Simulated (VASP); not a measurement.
Runs of VASP 6.6.1 on Pb. It takes space group Fm-3m (No. 225, cubic). The conventional cell has a = 4.950 Å, b = 4.950 Å, c = 4.950 Å, α = 90.00°, β = 90.00°, γ = 90.00°. Pb (site symmetry m-3m) is surrounded by 12 Pb at 3.50 Å. 

```csv
task,potentials or basis,cell,cutoff (eV),smearing,gap on the mesh (eV),pressure (GPa),relaxed volume (Å³/atom)
single point,"VASP PAW PBE potentials, release 64 (Pb_d)",as given,520,gaussian 0.027 eV,none,(b),-
band structure,"VASP PAW PBE potentials, release 54 (Pb)",as given,500,fermi-dirac 0.05 eV,-,2.0,-
relaxation of cell and atoms,"VASP PAW PBE potentials, release 64 (Pb_d)",relaxed,600,fermi-dirac 0.05 eV,none,0.0,31.85
relaxation of cell and atoms,"VASP PAW PBE potentials, release 64 (Pb)",relaxed,580,fermi-dirac 0.05 eV,none,0.0,31.67
relaxation of cell and atoms,"VASP PAW PBE potentials, release 54 (Pb_d)",relaxed,600,fermi-dirac 0.05 eV,none,0.0,31.84
relaxation of cell and atoms,"VASP PAW PBE potentials, release 64 (Pb_d_GW)",relaxed,680,fermi-dirac 0.05 eV,none,0.0,(a)
```

Alike in all rows: level PBE; no spin polarisation; k mesh 9 × 9 × 9.

Estimate the missing entries.

(a) 31.87; (b) 2.2.

Caveats: spin-orbit coupling is left out, which moves the levels of the heavy elements (some runs).

A k mesh can miss the band edges, and the runs leave out spin-orbit coupling on Pb.

A gap of «none» marks a metal or a gap under the smearing width.

The runs don't all hold the same shells in valence.
